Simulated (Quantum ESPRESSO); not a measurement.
# MnO2 (P6_3/mmc) in Quantum ESPRESSO: notebook, part 2 of 2

Quantum ESPRESSO 7.5.

## Step 9: Equation of state, LDA, collinear spin, ferromagnetic start

Potentials or basis: GBRV 1.5 LDA.

No new run: the results of the series are fitted here.

What came out:

* Equilibrium volume: 11.56 Å³/atom
* Bulk modulus at fixed shape and positions: 202 GPa
* Pressure derivative of the bulk modulus: 4.7

Energy against volume, from the lowest point:
```tsv
volume (Å³/atom)	energy (meV/atom)
11.304	3.74
11.544	0.00
11.785	2.63
12.025	10.94
12.266	24.28
12.507	42.10
12.747	63.91
```

Caveat: the cell was scaled at fixed shape and fractional positions, which overstates the stiffness of a crystal with free parameters, most of all of layers and chains.

## Step 10: Band structure, r2SCAN, collinear spin, ferromagnetic start

File pw.in:

```
&CONTROL
  calculation = 'scf'
  prefix = 'pwscf'
  outdir = './tmp'
  pseudo_dir = './pseudo'
  tprnfor = .true.
  disk_io = 'low'
/
&SYSTEM
  ibrav = 0
  celldm(1) = 8
  nat = 6
  ntyp = 2
  ecutwfc = 88
  nbnd = 40
  input_dft = 'r2scan'
  occupations = 'smearing'
  smearing = 'fd'
  degauss = 0.00367493
  nspin = 2
  starting_magnetization(1) = 0.2667
  starting_magnetization(2) = 0
  nosym = .true.
/
&ELECTRONS
  conv_thr = 1d-08
  electron_maxstep = 120
  mixing_beta = 0.3
/
ATOMIC_SPECIES
Mn    54.9380 Mn_ONCV_PBE-1.2.upf
O     15.9990 O_ONCV_PBE-1.2.upf
CELL_PARAMETERS alat
  0.6743854842663   0.0000000000000   0.0000000000000
 -0.3371927421213   0.5840349613178   0.0000000000000
  0.0000000000000   0.0000000000000   2.4145367838728
ATOMIC_POSITIONS crystal
Mn     0.0000000000    0.0000000000    0.5000000000
Mn     0.0000000000    0.0000000000    0.0000000000
O      0.6666666667    0.3333333333    0.4068564500
O      0.6666666667    0.3333333333    0.0931435500
O      0.3333333333    0.6666666667    0.5931435500
O      0.3333333333    0.6666666667    0.9068564500
K_POINTS automatic
4 4 1 0 0 0
```

File bands.in:

```
&CONTROL
  calculation = 'bands'
  prefix = 'pwscf'
  outdir = './tmp'
  pseudo_dir = './pseudo'
  disk_io = 'low'
  verbosity = 'high'
/
&SYSTEM
  ibrav = 0
  celldm(1) = 8
  nat = 6
  ntyp = 2
  ecutwfc = 88
  nbnd = 40
  input_dft = 'r2scan'
  occupations = 'smearing'
  smearing = 'fd'
  degauss = 0.00367493
  nspin = 2
  starting_magnetization(1) = 0.2667
  starting_magnetization(2) = 0
  nosym = .true.
/
&ELECTRONS
  conv_thr = 1d-08
  electron_maxstep = 120
  mixing_beta = 0.3
  diago_full_acc = .true.
  startingwfc = 'random'
/
ATOMIC_SPECIES
Mn    54.9380 Mn_ONCV_PBE-1.2.upf
O     15.9990 O_ONCV_PBE-1.2.upf
CELL_PARAMETERS alat
  0.6743854842663   0.0000000000000   0.0000000000000
 -0.3371927421213   0.5840349613178   0.0000000000000
  0.0000000000000   0.0000000000000   2.4145367838728
ATOMIC_POSITIONS crystal
Mn     0.0000000000    0.0000000000    0.5000000000
Mn     0.0000000000    0.0000000000    0.0000000000
O      0.6666666667    0.3333333333    0.4068564500
O      0.6666666667    0.3333333333    0.0931435500
O      0.3333333333    0.6666666667    0.5931435500
O      0.3333333333    0.6666666667    0.9068564500
K_POINTS crystal
60
 0.0000000000  0.0000000000  0.0000000000 1
 0.0555555556  0.0000000000  0.0000000000 1
 0.1111111111  0.0000000000  0.0000000000 1
 0.1666666667  0.0000000000  0.0000000000 1
 0.2222222222  0.0000000000  0.0000000000 1
 0.2777777778  0.0000000000  0.0000000000 1
 0.3333333333  0.0000000000  0.0000000000 1
 0.3888888889  0.0000000000  0.0000000000 1
 0.4444444444  0.0000000000  0.0000000000 1
 0.5000000000  0.0000000000  0.0000000000 1
 0.4666666667  0.0666666667  0.0000000000 1
 0.4333333333  0.1333333333  0.0000000000 1
 0.4000000000  0.2000000000  0.0000000000 1
 0.3666666667  0.2666666667  0.0000000000 1
 0.3333333333  0.3333333333  0.0000000000 1
 0.3030303030  0.3030303030  0.0000000000 1
 0.2727272727  0.2727272727  0.0000000000 1
 0.2424242424  0.2424242424  0.0000000000 1
 0.2121212121  0.2121212121  0.0000000000 1
 0.1818181818  0.1818181818  0.0000000000 1
 0.1515151515  0.1515151515  0.0000000000 1
 0.1212121212  0.1212121212  0.0000000000 1
 0.0909090909  0.0909090909  0.0000000000 1
 0.0606060606  0.0606060606  0.0000000000 1
 0.0303030303  0.0303030303  0.0000000000 1
 0.0000000000  0.0000000000  0.0000000000 1
 0.0000000000  0.0000000000  0.5000000000 1
 0.0500000000  0.0000000000  0.5000000000 1
 0.1000000000  0.0000000000  0.5000000000 1
 0.1500000000  0.0000000000  0.5000000000 1
 0.2000000000  0.0000000000  0.5000000000 1
 0.2500000000  0.0000000000  0.5000000000 1
 0.3000000000  0.0000000000  0.5000000000 1
 0.3500000000  0.0000000000  0.5000000000 1
 0.4000000000  0.0000000000  0.5000000000 1
 0.4500000000  0.0000000000  0.5000000000 1
 0.5000000000  0.0000000000  0.5000000000 1
 0.4666666667  0.0666666667  0.5000000000 1
 0.4333333333  0.1333333333  0.5000000000 1
 0.4000000000  0.2000000000  0.5000000000 1
 0.3666666667  0.2666666667  0.5000000000 1
 0.3333333333  0.3333333333  0.5000000000 1
 0.3055555556  0.3055555556  0.5000000000 1
 0.2777777778  0.2777777778  0.5000000000 1
 0.2500000000  0.2500000000  0.5000000000 1
 0.2222222222  0.2222222222  0.5000000000 1
 0.1944444444  0.1944444444  0.5000000000 1
 0.1666666667  0.1666666667  0.5000000000 1
 0.1388888889  0.1388888889  0.5000000000 1
 0.1111111111  0.1111111111  0.5000000000 1
 0.0833333333  0.0833333333  0.5000000000 1
 0.0555555556  0.0555555556  0.5000000000 1
 0.0277777778  0.0277777778  0.5000000000 1
 0.0000000000  0.0000000000  0.5000000000 1
 0.5000000000  0.0000000000  0.5000000000 1
 0.5000000000  0.0000000000  0.2500000000 1
 0.5000000000  0.0000000000  0.0000000000 1
 0.3333333333  0.3333333333  0.0000000000 1
 0.3333333333  0.3333333333  0.2500000000 1
 0.3333333333  0.3333333333  0.5000000000 1
```

Potentials or basis: SG15 PBE 1.2.

Command:

```console
> OMP_NUM_THREADS=1 mpirun -n 4 pw.x -in pw.in > pw.out
> OMP_NUM_THREADS=1 mpirun -n 4 pw.x -nk 4 -in bands.in > bands.out
```

It took 10 min on 4 MPI ranks of Arm Neoverse V2, shared host; peak memory 0.84 GiB.

The run converged. Its results:

```
Free energy                                           : -7159.6974 eV
Largest force                                         : 0.019 eV/Å
Band gap on the k mesh                                : 2.16 eV, indirect (least direct gap 2.30 eV)
Band gap along the path                               : 2.01 eV, indirect (least direct gap 2.32 eV)
Net moment                                            : 6.00 μB per cell
Absolute moment                                       : 6.63 μB per cell
Site moments                                          : Mn +2.72; O -0.05 μB
Valence electrons inside the program's atomic spheres : Mn 11.67; O 5.29
```

Forces in eV/Å, atoms in the order of the input:
```
Mn   0.000  0.000  0.000
Mn   0.000  0.000  0.000
O    0.000  0.000 -0.019
O    0.000  0.000  0.019
O    0.000  0.000  0.019
O    0.000  0.000 -0.019
```

Levels at the corners of the path, in eV from the valence-band top:
Spin up:
| point | band 27 | band 28 | band 29 | band 30 | band 31 | band 32 | band 33 | band 34 |
| --- | --- | --- | --- | --- | --- | --- | --- | --- |
| Γ | -0.87 | -0.87 | -0.40 | -0.11 | 3.40 | 3.40 | 3.42 | 3.42 |
| M | -1.79 | -1.43 | -1.20 | -1.08 | 2.48 | 2.68 | 3.23 | 3.26 |
| K | -0.94 | -0.94 | -0.79 | -0.79 | 2.46 | 2.46 | 2.60 | 2.60 |
| Γ | -0.87 | -0.87 | -0.40 | -0.11 | 3.40 | 3.40 | 3.42 | 3.42 |
| A | -0.88 | -0.88 | -0.21 | -0.21 | 3.41 | 3.41 | 3.41 | 3.41 |
| L | -1.62 | -1.62 | -1.12 | -1.12 | 2.58 | 2.58 | 3.25 | 3.25 |
| H | -0.93 | -0.93 | -0.80 | -0.80 | 2.52 | 2.52 | 2.55 | 2.55 |
| A | -0.88 | -0.88 | -0.21 | -0.21 | 3.41 | 3.41 | 3.41 | 3.41 |
| L | -1.62 | -1.62 | -1.12 | -1.12 | 2.58 | 2.58 | 3.25 | 3.25 |
| M | -1.79 | -1.43 | -1.20 | -1.08 | 2.48 | 2.68 | 3.23 | 3.26 |
| K | -0.94 | -0.94 | -0.79 | -0.79 | 2.46 | 2.46 | 2.60 | 2.60 |
| H | -0.93 | -0.93 | -0.80 | -0.80 | 2.52 | 2.52 | 2.55 | 2.55 |
Spin down:
```csv
point,band 21,band 22,band 23,band 24,band 25,band 26,band 27,band 28
Γ,-1.05,-1.03,-1.03,-0.93,2.53,2.53,2.53,2.53
M,-2.49,-2.44,-1.78,-1.42,2.65,2.74,3.37,3.37
K,-2.48,-2.42,-2.19,-2.19,2.90,2.94,3.62,3.62
Γ,-1.05,-1.03,-1.03,-0.93,2.53,2.53,2.53,2.53
A,-1.04,-1.04,-1.04,-1.04,2.53,2.53,2.53,2.53
L,-2.50,-2.50,-1.58,-1.58,2.69,2.69,3.37,3.37
H,-2.47,-2.47,-2.19,-2.19,2.92,2.92,3.62,3.62
A,-1.04,-1.04,-1.04,-1.04,2.53,2.53,2.53,2.53
L,-2.50,-2.50,-1.58,-1.58,2.69,2.69,3.37,3.37
M,-2.49,-2.44,-1.78,-1.42,2.65,2.74,3.37,3.37
K,-2.48,-2.42,-2.19,-2.19,2.90,2.94,3.62,3.62
H,-2.47,-2.47,-2.19,-2.19,2.92,2.92,3.62,3.62
```

Caveat: the k mesh is coarse (spacing up to 0.64 Å⁻¹), so the values aren't converged; the potentials were made for another functional, which shifts forces and pressure; the mesh misses the band edges, which the band path finds closer together; only a ferromagnetic start was run, and an antiferromagnetic order may lie lower in energy. r2SCAN opens gaps a little over a GGA but as a rule still falls short of measured ones.
